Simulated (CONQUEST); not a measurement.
Runs of CONQUEST 1.3 on Ge. The structure is hexagonal, space group P6_3/mmc (No. 194). Conventional cell: a = 3.998 Å, b = 3.998 Å, c = 6.599 Å, α = 90.00°, β = 90.00°, γ = 120.00°. Ge (site symmetry 3m) is surrounded by 4 Ge at 2.45 to 2.47 Å. This isn't the form of Ge at room conditions, which is diamond.

```tsv
task	level	potentials or basis	cell	k mesh	smearing	other keys	gap on the mesh (eV)	pressure (GPa)	largest force (eV/Å)
single point	PBE	PseudoDojo NC PBE, DZP, grid cutoff 120 Ha	as given	7 × 4 × 4	fermi-dirac 0.05 eV	-	0.11	3.5	0.04
single point	PBE	PseudoDojo NC PBE, DZP, grid cutoff 120 Ha	atoms moved at random, drawn with an rms of 0.05 Å	7 × 4 × 4	fermi-dirac 0.05 eV	-	0.05	3.5	0.66
density of states	PBE	PseudoDojo NC PBE, SZP, grid cutoff 80 Ha	atoms moved at random, drawn with an rms of 0.02 Å	6 × 4 × 4	fermi-dirac 0.1 eV	-	0.16	-	-
single point	LDA	PseudoDojo NC LDA, DZP, multi-site functions of range 8 bohr, grid cutoff 120 Ha	as given	4 × 3 × 3	fermi-dirac 0.1 eV	-	0.29	-1.2	0.04
single point	PBEsol	PseudoDojo NC PBEsol, DZP, grid cutoff 100 Ha	volume scaled by 0.92	5 × 3 × 3	fermi-dirac 0.027 eV	IO.Iprint = 1	(b)	(a)	0.07
```

Alike in all rows: no spin polarisation.

Task: Fill in the values left out.

Result: (a) 7.7; (b) none.

Caveats: the basis of atomic orbitals isn't converged, which shifts pressures, moduli and gaps; an odd mesh through Γ misses points on the zone boundary, where band edges often lie (some runs); the box holds several primitive cells, so bands are folded and the points are those of the box's own zone (some runs); the atomic basis is small (some runs); multi-site functions contract the basis, which raises the energy a little and makes forces and stress less exact (some runs).

A k mesh can miss the band edges, and the runs leave out spin-orbit coupling on Ge.
